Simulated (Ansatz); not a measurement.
Input and command of a calculation in Ansatz (plane waves; scalar-relativistic PAW potentials unless the input names others):

```yaml
crystal:
  lattice:
    - [3.5131644443, 0.0, 0.0]
    - [0.0, 3.5131644443, 0.0]
    - [0.0, 0.0, 3.5131644443]
  atoms:
    - { symbol: Si, position: [0.0, 0.0, 0.0], spin: 2.0 }
    - { symbol: Ni, position: [0.0, 0.5, 0.5] }
    - { symbol: Ni, position: [0.5, 0.0, 0.5] }
    - { symbol: Ni, position: [0.5, 0.5, 0.0] }
basis:
  ecutwfc: 420
kpoints:
  mp_grid: { grid: [16, 16, 16] }
hamiltonian:
  xc: pbesol
scf:
  occupations: { method: gaussian, width: 0.1 }
  max_iter: 50
output:
  forces: true
  eigenvalues: true
  stress: true
```

```bash
ansatz run input.yaml --threads 1 --pin off --max-ram 2560MiB --backend cpu --events-out ev --progress --plain --runs-dir out
```

Task: What is wrong with this input?

Result: The program refuses it, because of a moment without spin polarisation (crystal.atoms[0].spin: not typed → 2.0). Without that key it is accepted.

Abridged log:
```
Error: inconsistent input (magnetization.spin_polarized): false but per-atom `spin:`, `per_species`, `initial_magnetization`, `magnetic_field`, or `spin_locking` is set
```